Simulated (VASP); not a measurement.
# InP (F-43m) in VASP: a series of runs, part 2 of 2

VASP 6.6.1. The steps go on from the part before.

## Step 4: Band structure, PBE0

POSCAR

```
InP                                     
1.0
    0.0000000000      2.9791538216      2.9791538216
    2.9791538216      0.0000000000      2.9791538216
    2.9791538216      2.9791538216      0.0000000000
  In              P             
     1     1
Direct
     0.0000000000000000    0.0000000000000000    0.0000000000000000
     0.2500000000000000    0.2500000000000000    0.2500000000000000
```

INCAR.step1

```
SYSTEM = InP
PREC = Accurate
ENCUT = 520
EDIFF = 1E-5
ISMEAR = 0
SIGMA = 0.03
LREAL = .False.
LASPH = .True.
NELM = 80
ALGO = Normal
ISIF = 2
LWAVE = .True.
LCHARG = .False.
NBANDS = 16
KPAR = 4
GGA = PE
```

INCAR.step2

```
SYSTEM = InP
PREC = Accurate
ENCUT = 520
EDIFF = 1E-6
ISMEAR = 0
SIGMA = 0.03
LREAL = .False.
LASPH = .True.
NELM = 80
ALGO = Normal
ISIF = 2
LWAVE = .False.
LCHARG = .False.
GGA = PE
LHFCALC = .True.
AEXX = 0.25
PRECFOCK = Fast
HFRCUT = -1
NBANDS = 16
KPAR = 4
ISTART = 1
```

KPOINTS

```
Automatic mesh
0
Gamma
  6 6 6
  0 0 0
```

KPOINTS_OPT

```
explicit points
9
Reciprocal
 0.0000000000  0.0000000000  0.0000000000 1
 0.3750000000  0.3750000000  0.7500000000 1
 0.5000000000  0.5000000000  0.5000000000 1
 0.6250000000  0.2500000000  0.6250000000 1
 0.5000000000  0.2500000000  0.7500000000 1
 0.5000000000  0.0000000000  0.5000000000 1
 0.4000000000  0.0000000000  0.4000000000 1
 0.4250000000  0.0000000000  0.4250000000 1
 0.4500000000  0.0000000000  0.4500000000 1
```

Potentials or basis: VASP PAW PBE potentials, release 64 (In_d, P).

Command:

```
cat potpaw_PBE.64/In_d/POTCAR potpaw_PBE.64/P/POTCAR > POTCAR
cp INCAR.step1 INCAR
mpirun -np 4 vasp_std > vasp.out
cp INCAR.step2 INCAR
mpirun -np 4 vasp_std > vasp.out
```

OUTCAR:

```text
SYSTEM = InP
   PREC = Accurate
   ENCUT = 520
   EDIFF = 1E-6
   ISMEAR = 0
   LREAL = .False.
   LASPH = .True.
   NELM = 80
   ISIF = 2
   GGA = PE
   LHFCALC = .True.
   AEXX = 0.25
   PRECFOCK = Fast
   ISTART = 1

 ion  position               nearest neighbor table
   1  0.000  0.000  0.000-   2 2.58   2 2.58   2 2.58   2 2.58
   2  0.250  0.250  0.250-   1 2.58   1 2.58   1 2.58   1 2.58

  LATTYP: Found a face centered cubic cell.
 ALAT       =     5.9583076432

  Lattice vectors:

 A1 = (   0.0000000000,   2.9791538216,   2.9791538216)
 A2 = (   2.9791538216,   0.0000000000,   2.9791538216)
 A3 = (   2.9791538216,   2.9791538216,   0.0000000000)

Analysis of symmetry for initial positions (statically):
=====================================================================
 Subroutine PRICEL returns:
 Original cell was already a primitive cell.

 Routine SETGRP: Setting up the symmetry group for a
 face centered cubic supercell.

 Subroutine GETGRP returns: Found 24 space group operations
 (whereof 24 operations were pure point group operations)
 out of a pool of 48 trial point group operations.

The static configuration has the point symmetry T_d .

Analysis of symmetry for dynamics (positions and initial velocities):
=====================================================================
 Subroutine PRICEL returns:
 Original cell was already a primitive cell.

 Routine SETGRP: Setting up the symmetry group for a
 face centered cubic supercell.

 Subroutine GETGRP returns: Found 24 space group operations
 (whereof 24 operations were pure point group operations)
 out of a pool of 48 trial point group operations.

The dynamic configuration has the point symmetry T_d .

 Subroutine INISYM returns: Found 24 space group operations
 (whereof 24 operations are pure point group operations),
 and found     1 'primitive' translations

----------------------------------------------------------------------------------------

                                     Primitive cell

[... 110 lines left out ...]
   NKREDX  =     1    reduce k-point grid by
   NKREDY  =     1    reduce k-point grid by
   NKREDZ  =     1    reduce k-point grid by
   AEXX    =    0.2500 exact exchange contribution
   HFSCREEN=    0.0000 screening length (either q_TF or 0.3 A-1)
   HFSCREENC=   0.0000 screening length for correlation (either q_TF or 0.3 A-1)
   ENCUTFOCK=  -1.0 apply spherical cutoff to Coloumb kernel
   IVDW    =     0    specifies the selected vdW correction
   LEPSILON=     F    determine dielectric tensor
   LRPA    =     F    only Hartree local field effects (RPA)
 non-spin polarized calculation
 Gauss-broadening in eV      SIGMA  =   0.03
  energy-cutoff  :      520.00
  volume of cell :       52.88
 maximum number of plane-waves:      1435
  NGX = 18; NGY = 18; NGZ = 18

 number of electron      18.0000005 magnetization

 Free energy of the ion-electron system (eV)
  ---------------------------------------------------
  ext. energy  EPLUGINS =         0.00000000
  ---------------------------------------------------
  free energy    TOTEN  =       -10.86804169 eV

  energy without entropy =      -10.86804169  energy(sigma->0) =      -10.86804169

 E-fermi :   4.1117     XC(G=0):  -7.1812

 val. band max:        3.9155052266   @ k =   0.0000   0.0000   0.0000
 cond. band min:       5.7166780630   @ k =   0.0000   0.0000   0.0000
 fundamental gap:      1.8011728364
 Fermi energy:         4.1117115595

 k-point     1 :       0.0000    0.0000    0.0000
  band No.  band energies     occupation
      1     -11.9831      2.00000
      2     -11.9831      2.00000
      3     -11.9831      2.00000
      4     -11.8445      2.00000
      5     -11.8445      2.00000
      6      -8.5864      2.00000
[... 281 lines left out ...]
      3     -11.8994      2.00000
      4     -11.8688      2.00000
      5     -11.8274      2.00000
      6      -6.1668      2.00000
[... 8 lines left out ...]
     15      16.9663      0.00000
     16      17.6299      0.00000

------------------------ aborting loop because EDIFF is reached ----------------------------------------

  FORCE on cell =-STRESS in cart. coord.  units (eV):
  Direction    XX          YY          ZZ          XY          YZ          ZX
  --------------------------------------------------------------------------------------
  -------------------------------------------------------------------------------------
  Total       -0.7503137     -0.7503137     -0.7503137      0.0000000      0.0000000      0.0000000
  in kB      -22.7323685    -22.7323685    -22.7323685      0.0000000      0.0000000      0.0000000
  external PRESSURE =     -22.7323685 kB  Pullay stress =       0.0000000 kB

 VOLUME and BASIS-vectors are now :
 -----------------------------------------------------------------------------
  energy-cutoff  :      520.00
  volume of cell :       52.88
      direct lattice vectors                 reciprocal lattice vectors
     0.000000000  2.979153822  2.979153822    -0.167832891  0.167832891  0.167832891
     2.979153822  0.000000000  2.979153822     0.167832891 -0.167832891  0.167832891
     2.979153822  2.979153822  0.000000000     0.167832891  0.167832891 -0.167832891

 POSITION                                       TOTAL-FORCE (eV/Angst)
 -----------------------------------------------------------------------------------
      0.00000      0.00000      0.00000         0.000000      0.000000      0.000000
      1.48958      1.48958      1.48958        -0.000000     -0.000000     -0.000000
 -----------------------------------------------------------------------------------
    total drift:                                0.000049      0.000049      0.000033

  FREE ENERGIE OF THE ION-ELECTRON SYSTEM (eV)
  ---------------------------------------------------
  free  energy   TOTEN  =       -10.8680416870 eV

  energy  without entropy=      -10.8680416870  energy(sigma->0) =      -10.86804169
```

OSZICAR.step1:

```text
N       E                     dE             d eps       ncg     rms          rms(c)
DAV:   1     0.112250419097E+03    0.11225E+03   -0.83233E+03   536   0.122E+03
DAV:   2    -0.153730977815E+01   -0.11379E+03   -0.10829E+03   584   0.302E+02
DAV:   3    -0.860217749531E+01   -0.70649E+01   -0.70366E+01   648   0.724E+01
DAV:   4    -0.879068812720E+01   -0.18851E+00   -0.18845E+00   656   0.131E+01
DAV:   5    -0.880179225916E+01   -0.11104E-01   -0.11104E-01   800   0.268E+00    0.526E+00
DAV:   6    -0.841862220382E+01    0.38317E+00   -0.62351E-01   808   0.123E+01    0.317E+00
DAV:   7    -0.839375842508E+01    0.24864E-01   -0.14711E-01   720   0.289E+00    0.120E+00
DAV:   8    -0.839448843594E+01   -0.73001E-03   -0.14189E-02   624   0.137E+00    0.278E-01
DAV:   9    -0.839518705121E+01   -0.69862E-03   -0.13368E-03   616   0.393E-01    0.149E-01
DAV:  10    -0.839532821168E+01   -0.14116E-03   -0.21172E-04   744   0.168E-01    0.958E-02
DAV:  11    -0.839540621825E+01   -0.78007E-04   -0.11172E-04   576   0.862E-02    0.390E-02
DAV:  12    -0.839540575214E+01    0.46612E-06   -0.69034E-06   496   0.286E-02
   1 F= -.83954058E+01 E0= -.83954058E+01  d E =-.120959E-20
```

Run time: 5.2 min. Hardware: 4 MPI ranks of Intel Xeon Platinum 8488C (Sapphire Rapids), shared host; peak memory 0.24 GiB.

What came out:

```yaml
Free_energy: -10.8680 eV
Pressure: -2.3 GPa
Band_gap_on_the_k_mesh: 1.80 eV, direct
Band_gap_along_the_path: 1.80 eV, direct
```

Levels at points of the mesh, in eV from the valence-band top:
```tsv
k point	band 6	band 7	band 8	band 9	band 10	band 11	band 12	band 13
(0.00, 0.00, 0.00)	-12.50	0.00	0.00	0.00	1.80	5.59	5.59	5.59
(0.50, 0.00, 0.00)	-10.79	-6.08	-1.01	-1.01	2.76	6.32	6.32	8.61
(0.50, 0.50, 0.00)	-10.13	-6.11	-2.42	-2.42	3.09	3.64	10.79	11.27
```

Caveat: the PAW data sets were made with another functional, which shifts forces and pressure a little; spin-orbit coupling is left out, which moves the levels of the heavy elements.

## Step 5: Band structure, HSE06, spin-orbit coupling, no magnetisation

POSCAR is that of step 4.

INCAR.step1

```
SYSTEM = InP
  PREC = Accurate
  ENCUT = 520
  EDIFF = 1E-5
  ISMEAR = 0
  SIGMA = 0.03
  LREAL = .False.
  LASPH = .True.
  NELM = 80
  ALGO = Normal
  ISIF = 2
  LWAVE = .True.
  LCHARG = .False.
  LNONCOLLINEAR = .True.
  MAGMOM = 0 0 0 0 0 0
  LORBIT = 11
  LSORBIT = .True.
  GGA_COMPAT = .False.
  NBANDS = 32
  GGA = PE
```

INCAR.step2

```
SYSTEM = InP
  PREC = Accurate
  ENCUT = 520
  EDIFF = 1E-6
  ISMEAR = 0
  SIGMA = 0.03
  LREAL = .False.
  LASPH = .True.
  NELM = 80
  ALGO = Normal
  ISIF = 2
  LWAVE = .False.
  LCHARG = .False.
  LNONCOLLINEAR = .True.
  MAGMOM = 0 0 0 0 0 0
  LORBIT = 11
  LSORBIT = .True.
  GGA_COMPAT = .False.
  GGA = PE
  LHFCALC = .True.
  HFSCREEN = 0.2
  PRECFOCK = Fast
  NBANDS = 32
  ISTART = 1
```

KPOINTS

```
Automatic mesh
0
Gamma
  4 4 4
  0 0 0
```

KPOINTS_OPT is that of step 4.

Command:

```
cat potpaw_PBE.64/In_d/POTCAR potpaw_PBE.64/P/POTCAR > POTCAR
cp INCAR.step1 INCAR
mpirun -np 1 vasp_ncl > vasp.out
cp INCAR.step2 INCAR
mpirun -np 1 vasp_ncl > vasp.out
```

Wall time 22 min (1 thread of Intel Xeon 6975P-C (Granite Rapids), shared host); peak memory 0.41 GiB.

Results (log left out):

```
Free energy                                           : -9.9567 eV
Pressure                                              : -2.0 GPa
Valence electrons inside the program's atomic spheres : In 11.48; P 2.52
```

Caveat: the k mesh is coarse (spacing up to 0.46 Å⁻¹), so the values aren't converged, least of all with exact exchange; the PAW data sets were made with another functional, which shifts forces and pressure a little.

## Step 6: Overview

```tsv
level	spin	k mesh	screening parameter	exchange at q = 0	mesh quality	gap on the mesh (eV)	pressure (GPa)
PBE	off	6 × 6 × 6	-	-	not flagged	0.44	0.0
HSE06	off	6 × 6 × 6	0.2 1/A	-	not flagged	1.21	-2.0
PBE0	off	6 × 6 × 6	-	truncated	not flagged	1.80	-2.3
HSE06	SOC, no magnetisation	4 × 4 × 4	0.2 1/A	-	coarse	-	-2.0
```

Alike in all rows: task band structure; potentials or basis VASP PAW PBE potentials, release 64 (In_d, P); cell as given; cutoff (eV) 520; smearing gaussian 0.03 eV.

Caveats: some runs use coarse meshes; spin-orbit coupling is left out, which moves the levels of the heavy elements (some runs); the PAW data sets were made with another functional, which shifts forces and pressure a little (some runs).

Absolute energies hang on the potentials; compare differences alone.

## Step 7: Comparison with measurements

Step 2. Measured gap of InP: 1.4236 eV (direct; 1.6 K; a printed reference work, data compilation). This calculation gives 0.44 eV (-0.98 eV). Spin-orbit coupling on In is left out. The value is that of PBE, without temperature or zero-point motion. Semilocal functionals fall short of measured gaps as a rule.

Step 3. Measured gap of InP: 1.4236 eV (direct; 1.6 K; a printed reference work, data compilation). This calculation gives 1.21 eV (-0.21 eV). Spin-orbit coupling on In is left out. The value is that of HSE06, without temperature or zero-point motion.

Step 4. A measured gap of InP is 1.4236 eV (direct; 1.6 K; a printed reference work, data compilation); the calculated 1.80 eV misses it by +0.38 eV. Spin-orbit coupling on In is left out. The value is that of PBE0, without temperature or zero-point motion.
